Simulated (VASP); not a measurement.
# WSe2 (P6_3/mmc) in VASP: notebook

Runs on WSe2. Level: PBE+D3(BJ). Tasks: relaxation of cell and atoms.

Everything below comes from runs of VASP 6.6.1. Logs are shortened: lines on timing, memory, paths and dates and some standing lists are left out, and cuts for length are marked.

### 1 Starting point

The structure is hexagonal, space group P6_3/mmc (No. 194). Conventional cell: a = 3.290 Å, b = 3.290 Å, c = 12.970 Å, α = 90.00°, β = 90.00°, γ = 120.00°. Around W (site symmetry -6m2) lie 6 Se at 2.53 Å. Se (site symmetry 3m) is surrounded by 3 W at 2.53 Å.

### 2 Relaxation of cell and atoms, PBE+D3(BJ)

Input file INCAR:

```
PREC     = Accurate       # precision mode
ENCUT    = 600            # plane-wave cutoff, eV
EDIFF    = 1E-6           # SCF threshold, eV
ISMEAR   = 0              # smearing method
SIGMA    = 0.03           # smearing width, eV
LREAL    = False          # projectors in reciprocal space
LASPH    = True           # aspherical terms in the spheres
NELM     = 80             # most SCF steps
ALGO     = Normal         # electronic algorithm
ISIF     = 3              # what is computed and relaxed
LWAVE    = False          # write WAVECAR
LCHARG   = False          # write CHGCAR
GGA      = PE             # functional
IVDW     = 12             # dispersion correction
IBRION   = 2              # ionic algorithm
NSW      = 90             # ionic steps
EDIFFG   = -0.01          # ionic threshold
KPAR     = 8
```

Input file KPOINTS:

```
regular mesh
0
Gamma
  9 9 2
```

Input file POSCAR:

```
WSe2
1.0
    3.2900000000      0.0000000000      0.0000000000
   -1.6450000000      2.8492235800      0.0000000000
    0.0000000000      0.0000000000     12.9700000000
W Se
2 4
Direct
    0.3333333300      0.6666666700      0.2500000000
    0.6666666700      0.3333333300      0.7500000000
    0.3333333300      0.6666666700      0.6210000000
    0.6666666700      0.3333333300      0.1210000000
    0.3333333300      0.6666666700      0.8790000000
    0.6666666700      0.3333333300      0.3790000000
```

Potentials or basis: VASP PAW PBE potentials, release 64 (W_sv, Se).

On the command line:

```console
$ cat potpaw_PBE.64/W_sv/POTCAR potpaw_PBE.64/Se/POTCAR > POTCAR
$ mpirun -np 8 vasp_std > vasp.out
```

OUTCAR:

```text
PREC = Accurate
   ENCUT = 600
   EDIFF = 1E-6
   ISMEAR = 0
   LREAL = False
   LASPH = True
   NELM = 80
   ISIF = 3
   GGA = PE
   IVDW = 12
   IBRION = 2
   NSW = 90
   EDIFFG = -0.01
 IVDW          = 12

 ion  position               nearest neighbor table
   1  0.333  0.667  0.250-   4 2.53   6 2.53   4 2.53   6 2.53   4 2.53   6 2.53
   2  0.667  0.333  0.750-   3 2.53   5 2.53   3 2.53   5 2.53   3 2.53   5 2.53
   3  0.333  0.667  0.621-   2 2.53   2 2.53   2 2.53
   4  0.667  0.333  0.121-   1 2.53   1 2.53   1 2.53
   5  0.333  0.667  0.879-   2 2.53   2 2.53   2 2.53
   6  0.667  0.333  0.379-   1 2.53   1 2.53   1 2.53

  LATTYP: Found a hexagonal cell.
 ALAT       =     3.2900000000
 C/A-ratio  =     3.9422492401

  Lattice vectors:

 A1 = (   3.2900000000,   0.0000000000,   0.0000000000)
 A2 = (  -1.6450000000,   2.8492235800,   0.0000000000)
 A3 = (   0.0000000000,   0.0000000000,  12.9700000000)

Analysis of symmetry for initial positions (statically):
=====================================================================
 Subroutine PRICEL returns:
 Original cell was already a primitive cell.

 Routine SETGRP: Setting up the symmetry group for a
 hexagonal supercell.

 Subroutine GETGRP returns: Found 24 space group operations
 (whereof 12 operations were pure point group operations)
 out of a pool of 24 trial point group operations.

The static configuration has the point symmetry D_3d.
 The point group associated with its full space group is D_6h.

Analysis of symmetry for dynamics (positions and initial velocities):
=====================================================================
 Subroutine PRICEL returns:
 Original cell was already a primitive cell.

 Routine SETGRP: Setting up the symmetry group for a
 hexagonal supercell.

 Subroutine GETGRP returns: Found 24 space group operations
 (whereof 12 operations were pure point group operations)
 out of a pool of 24 trial point group operations.

The dynamic configuration has the point symmetry D_3d.
 The point group associated with its full space group is D_6h.

 Subroutine INISYM returns: Found 24 space group operations
 (whereof 12 operations are pure point group operations),
 and found     1 'primitive' translations

----------------------------------------------------------------------------------------

                                     Primitive cell

  volume of cell :     121.5801

  direct lattice vectors                    reciprocal lattice vectors
     3.290000000  0.000000000  0.000000000     0.303951368  0.175486404  0.000000000
    -1.645000000  2.849223580  0.000000000     0.000000000  0.350972808  0.000000000
     0.000000000  0.000000000 12.970000000     0.000000000  0.000000000  0.077101002

  length of vectors
     3.290000000  3.290000001 12.970000000     0.350972808  0.350972808  0.077101002

  position of ions in fractional coordinates (direct lattice)
     0.333333330  0.666666670  0.250000000
     0.666666670  0.333333330  0.750000000
     0.333333330  0.666666670  0.621000000
     0.666666670  0.333333330  0.121000000
     0.333333330  0.666666670  0.879000000
     0.666666670  0.333333330  0.379000000

  ion indices of the primitive-cell ions
   primitive index   ion index
                 1           1
                 2           2
                 3           3
                 4           4
                 5           5
                 6           6

----------------------------------------------------------------------------------------

 KPOINTS: regular mesh

Automatic generation of k-mesh.
 Grid dimensions read from file:
 generate k-points for:    9    9    2

 Generating k-lattice:

  Cartesian coordinates                     Fractional coordinates (reciprocal lattice)
     0.033772374  0.019498489  0.000000000     0.111111111 -0.000000000  0.000000000
     0.000000000  0.038996979  0.000000000     0.000000000  0.111111111  0.000000000
     0.000000000  0.000000000  0.038550501     0.000000000  0.000000000  0.500000000

  Length of vectors
     0.038996979  0.038996979  0.038550501

  Shift w.r.t. Gamma in fractional coordinates (k-lattice)
     0.000000000  0.000000000  0.000000000

 Subroutine IBZKPT returns following result:
 ===========================================

 Found     24 irreducible k-points:

 Following reciprocal coordinates:
            Coordinates               Weight
  0.000000  0.000000  0.000000      1.000000
  0.111111 -0.000000  0.000000      6.000000
  0.222222  0.000000  0.000000      6.000000
  0.333333  0.000000  0.000000      6.000000
  0.444444  0.000000  0.000000      6.000000
  0.111111  0.111111  0.000000      6.000000
[... 16 lines left out ...]
  0.333333  0.222222  0.500000     12.000000
  0.333333  0.333333  0.500000      2.000000
   k-points           NKPTS =     24   k-points in BZ     NKDIM =     24   number of bands    NBANDS=     31
   number of dos      NEDOS =    301   number of ions     NIONS =      6
   total plane-waves  NPLWV =  84672
   dimension x,y,z NGX =    28 NGY =   28 NGZ =  108
   dimension x,y,z NGXF=    56 NGYF=   56 NGZF=  216
   ions per type =               2   4
   NGX,Y,Z   is equivalent  to a cutoff of  14.15, 14.15, 13.84 a.u.
   NGXF,Y,Z  is equivalent  to a cutoff of  28.30, 28.30, 27.69 a.u.
 SYSTEM =  unknown system
   PREC   = accura    normal or accurate (medium, high low for compatibility)
   ISTART =      0    job   : 0-new  1-cont  2-samecut
   ICHARG =      2    charge: 1-file 2-atom 10-const
   ISPIN  =      1    spin polarized calculation?
   LNONCOLLINEAR =      F non collinear calculations
   LSORBIT =      F    spin-orbit coupling
   LASPH  =      T    aspherical Exc in radial PAW
   ENCUT  =  600.0 eV  44.10 Ry    6.64 a.u.   6.57  6.57 25.90*2*pi/ulx,y,z
   NELM   =     80;   NELMIN=  2; NELMDL= -5     # of ELM steps
   EDIFF  = 0.1E-05   stopping-criterion for ELM
   LREAL  =      F    real-space projection
   EDIFFG = -.1E-01   stopping-criterion for IOM
   NSW    =     90    number of steps for IOM
   IBRION =      2    ionic relax: 0-MD 1-quasi-New 2-CG
   NFREE  =      1    steps in history (QN), initial steepest desc. (CG)
   ISIF   =      3    stress and relaxation
   ISYM   =      2    0-nonsym 1-usesym 2-fastsym
   POTIM  = 0.5000    time-step for ionic-motion
   TEBEG  =    0.0;   TEEND  =   0.0 temperature during run
   PSTRESS=    0.0 pullay stress
   NELECT =      52.0000    total number of electrons
   NUPDOWN=      -1.0000    fix difference up-down
   EMIN   =  10.00;   EMAX   =-10.00  energy-range for DOS
   EFERMI =   0.00;   METHOD = LEGACY
   ISMEAR =     0;   SIGMA  =   0.03  broadening in eV -4-tet -1-fermi 0-gaus
   EFERMI_NEDOS =   21; number of points for ismear=-14 and -15
   IALGO  =     38    algorithm
   IMIX   =      4    mixing-type and parameters
     AMIX     =   0.40;   BMIX     =  1.00
     AMIX_MAG =   1.60;   BMIX_MAG =  1.00
  volume/ion in A,a.u.               =      20.26       136.74
  Fermi-wavevector in a.u.,A,eV,Ry     =   1.233451  2.330884 20.699914  1.521401
  Thomas-Fermi vector in A             =   2.368180
   LORBIT       =      0    0 simple, 1 ext, 2 COOP (PROOUT), +10 PAW based schemes
   GGA     = PE    functional components
   LHFCALC =     F    Hartree Fock is set to
   AEXX    =    0.0000 exact exchange contribution
   IVDW    =    12    specifies the selected vdW correction
   LEPSILON=     F    determine dielectric tensor
   LRPA    =     F    only Hartree local field effects (RPA)
 conjugate gradient relaxation of ions
 non-spin polarized calculation
 Gauss-broadening in eV      SIGMA  =   0.03
  energy-cutoff  :      600.00
  volume of cell :      121.58
 maximum number of plane-waves:      4120
 NGX is ok and might be reduce to    28
   NGX = 13   NGY = 13   NGZ = 51

--------------------------------------- Ionic step        1  -------------------------------------------

 number of electron      51.9999998 magnetization

 Free energy of the ion-electron system (eV)
  ---------------------------------------------------
  ext. energy  EPLUGINS =         0.00000000
  ---------------------------------------------------
  free energy    TOTEN  =       -43.12908245 eV

  energy without entropy =      -43.12908245  energy(sigma->0) =      -43.12908245

------------------------ aborting loop because EDIFF is reached ----------------------------------------

 Edisp (eV)   -2.79099

 E8    (eV) :    -1.2448

  FORCE on cell =-STRESS in cart. coord.  units (eV):
  Direction    XX          YY          ZZ          XY          YZ          ZX
  --------------------------------------------------------------------------------------
  -------------------------------------------------------------------------------------
  Total      -0.06508    -0.06508     0.70847     0.00000    -0.00000     0.00000
  in kB      -0.85760    -0.85760     9.33615     0.00000    -0.00000     0.00000
  external pressure =        2.54 kB  Pullay stress =        0.00 kB

 VOLUME and BASIS-vectors are now :
 -----------------------------------------------------------------------------
  energy-cutoff  :      600.00
  volume of cell :      121.58
      direct lattice vectors                 reciprocal lattice vectors
     3.290000000  0.000000000  0.000000000     0.303951368  0.175486404  0.000000000
    -1.645000000  2.849223580  0.000000000     0.000000000  0.350972808  0.000000000
     0.000000000  0.000000000 12.970000000     0.000000000  0.000000000  0.077101002
[... 265 lines left out ...]
 POSITION                                       TOTAL-FORCE (eV/Angst)
 -----------------------------------------------------------------------------------
     -0.00000      1.89382      3.21033         0.000000     -0.000000     -0.000000
      1.64010      0.94691      9.63099        -0.000000      0.000000     -0.000000
     -0.00000      1.89382      7.94459         0.000000     -0.000000     -0.015507
      1.64010      0.94691      1.52394        -0.000000     -0.000000     -0.015507
     -0.00000      1.89382     11.31738         0.000000      0.000000      0.015507
      1.64010      0.94691      4.89672        -0.000000      0.000000      0.015507
 -----------------------------------------------------------------------------------
    total drift:                               -0.000009      0.000005     -0.000000

  FREE ENERGIE OF THE ION-ELECTRON SYSTEM (eV)
  ---------------------------------------------------
  free  energy   TOTEN  =       -45.9313342978 eV

  energy  without entropy=      -45.9313342978  energy(sigma->0) =      -45.93133430

--------------------------------------- Ionic step        8  -------------------------------------------

 number of electron      52.0000002 magnetization

 Free energy of the ion-electron system (eV)
  ---------------------------------------------------
  ext. energy  EPLUGINS =         0.00000000
  ---------------------------------------------------
  free energy    TOTEN  =       -43.08367549 eV

  energy without entropy =      -43.08367549  energy(sigma->0) =      -43.08367549

 E-fermi :   6.7268     XC(G=0): -10.8906

 val. band max:        6.5036391067   @ k =   0.0000   0.0000   0.0000
 cond. band min:       7.4949365245   @ k =   0.2222   0.1111   0.0000
 fundamental gap:      0.9912974178
 Fermi energy:         6.7268297888

 k-point     1 :       0.0000    0.0000    0.0000
  band No.  band energies     occupation
      1     -67.8424      2.00000
      2     -67.8423      2.00000
      3     -32.0905      2.00000
      4     -32.0905      2.00000
      5     -31.9549      2.00000
      6     -31.9549      2.00000
[... 831 lines left out ...]
 POSITION                                       TOTAL-FORCE (eV/Angst)
 -----------------------------------------------------------------------------------
     -0.00000      1.89449      3.19794        -0.000000      0.000000      0.000000
      1.64068      0.94724      9.59382         0.000000     -0.000000      0.000000
     -0.00000      1.89449      7.90780         0.000000     -0.000000     -0.001850
      1.64068      0.94724      1.51192         0.000000     -0.000000     -0.001850
     -0.00000      1.89449     11.27984         0.000000      0.000000      0.001850
      1.64068      0.94724      4.88396        -0.000000     -0.000000      0.001850
 -----------------------------------------------------------------------------------
    total drift:                               -0.000009      0.000005     -0.000000

  FREE ENERGIE OF THE ION-ELECTRON SYSTEM (eV)
  ---------------------------------------------------
  free  energy   TOTEN  =       -45.9316686455 eV

  energy  without entropy=      -45.9316686455  energy(sigma->0) =      -45.93166865

 reached required accuracy - stopping structural energy minimisation
```

It took 2.9 min on 8 MPI ranks of Intel Xeon Platinum 8559C (Emerald Rapids), shared host; peak memory 0.4 GiB.

What came out:

```yaml
Free_energy: -45.9317 eV
Relaxed_volume: 19.88 Å³/atom
Relaxed_cell: a = 3.281 Å, b = 3.281 Å, c = 12.792 Å, α = 90.00°, β = 90.00°, γ = 120.00°
Space_group_after_relaxing_to_0.05_Å: P6_3/mmc (No. 194)
Energy_gained_by_relaxing: 1.9 meV/atom
Ionic_steps: 8
Pressure_after_relaxing: 0.0 GPa
Band_gap_on_the_k_mesh: 0.99 eV, indirect (least direct gap 1.56 eV)
Dispersion_energy_per_atom: -0.475 eV
```

Step by step:
```tsv
step	energy change (eV)	largest force (eV/Å)	pressure (GPa)	volume (Å³)
1	0.0000	0.2220	0.25	121.58
2	-0.0001	0.1181	-1.41	122.14
3	-0.0034	0.0495	-0.59	121.86
4	-0.0061	0.0522	0.00	120.88
5	-0.0061	0.0526	0.05	120.78
6	-0.0079	0.0435	0.02	120.50
7	-0.0113	0.0155	0.00	119.66
8	-0.0116	0.0018	0.00	119.28
```

Final structure:
```
W Se
1.0
     3.28135    0.00000    0.00000
    -1.64068    2.84173    0.00000
     0.00000    0.00000   12.79176
W Se
2 4
Direct
  0.33333 0.66667 0.25000
  0.66667 0.33333 0.75000
  0.33333 0.66667 0.61820
  0.66667 0.33333 0.11820
  0.33333 0.66667 0.88180
  0.66667 0.33333 0.38180
```

Levels at points of the mesh, in eV from the valence-band top:
```tsv
k point	band 22	band 23	band 24	band 25	band 26	band 27	band 28	band 29	band 30	band 31
(0.00, 0.00, 0.00)	-1.45	-1.45	-1.19	-0.96	0.00	2.62	2.62	2.67	2.68	2.69
(0.00, 0.00, 0.50)	-1.49	-1.49	-1.49	-0.20	-0.20	2.62	2.62	2.62	2.62	2.83
```

Caveat: spin-orbit coupling is left out, which moves the levels of the heavy elements; an odd mesh through Γ misses points on the zone boundary, where band edges often lie. PBE gaps usually lie below the measured ones, often by a third to a half.

### 3 Relaxation of cell and atoms, PBE+D3(BJ)

This run uses another cell than the first one, of 19.88 Å³/atom, 0.981 times its volume.

INCAR, as its differences from that of step 2:

```diff
@@ -2,3 +2,3 @@
 ENCUT    = 600            # plane-wave cutoff, eV
-EDIFF    = 1E-6           # SCF threshold, eV
+EDIFF    = 1E-7           # SCF threshold, eV
 ISMEAR   = 0              # smearing method
@@ -16,3 +16,3 @@
 NSW      = 90             # ionic steps
-EDIFFG   = -0.01          # ionic threshold
+EDIFFG   = -0.005         # ionic threshold
 KPAR     = 8
```

KPOINTS is that of step 2.

Input file POSCAR:

```
WSe2                                    
1.0
    3.2813517980      0.0000000000      0.0000000000
   -1.6406758990      2.8417340174     -0.0000000000
    0.0000000000     -0.0000000000     12.7917581826
  W               Se            
     2     4
Direct
     0.3333333300000021    0.6666666699999979    0.2500000000000000
     0.6666666699999979    0.3333333300000021    0.7500000000000000
     0.3333333300000021    0.6666666699999979    0.6181950784373164
     0.6666666699999979    0.3333333300000021    0.1181950784373163
     0.3333333300000021    0.6666666699999979    0.8818049215626836
     0.6666666699999979    0.3333333300000021    0.3818049215626837
```

Potentials or basis: VASP PAW PBE potentials, release 64 (W_sv, Se).

On the command line:

```console
$ cat potpaw_PBE.64/W_sv/POTCAR potpaw_PBE.64/Se/POTCAR > POTCAR
$ mpirun -np 8 vasp_std > vasp.out
```

Run time: 42 s. Hardware: 8 MPI ranks of Intel Xeon Platinum 8559C (Emerald Rapids), shared host; peak memory 0.36 GiB.

Results (log left out):

* Free energy: -45.9314 eV
* Pressure after relaxing: 0.0 GPa
* Band gap on the k mesh: 0.99 eV, indirect (least direct gap 1.56 eV)
* Dispersion energy per atom: -0.475 eV

Final structure:
```yaml
crystal:
  lattice:
    - [3.28135, 0.00000, 0.00000]
    - [-1.64068, 2.84173, 0.00000]
    - [0.00000, 0.00000, 12.79176]
  atoms:
    - { symbol: W, position: [0.33333, 0.66667, 0.25000] }
    - { symbol: W, position: [0.66667, 0.33333, 0.75000] }
    - { symbol: Se, position: [0.33333, 0.66667, 0.61820] }
    - { symbol: Se, position: [0.66667, 0.33333, 0.11820] }
    - { symbol: Se, position: [0.33333, 0.66667, 0.88180] }
    - { symbol: Se, position: [0.66667, 0.33333, 0.38180] }
```

Levels at points of the mesh, in eV from the valence-band top:
```
           k point  band 24  band 25  band 26  band 27  band 28  band 29
(0.00, 0.00, 0.00)    -1.19    -0.96     0.00     2.62     2.63     2.67
(0.00, 0.00, 0.50)    -1.49    -0.20    -0.20     2.62     2.62     2.62
```

Caveat: the relaxation stopped at its first step, so nothing moved; spin-orbit coupling is left out, which moves the levels of the heavy elements; an odd mesh through Γ misses points on the zone boundary, where band edges often lie.
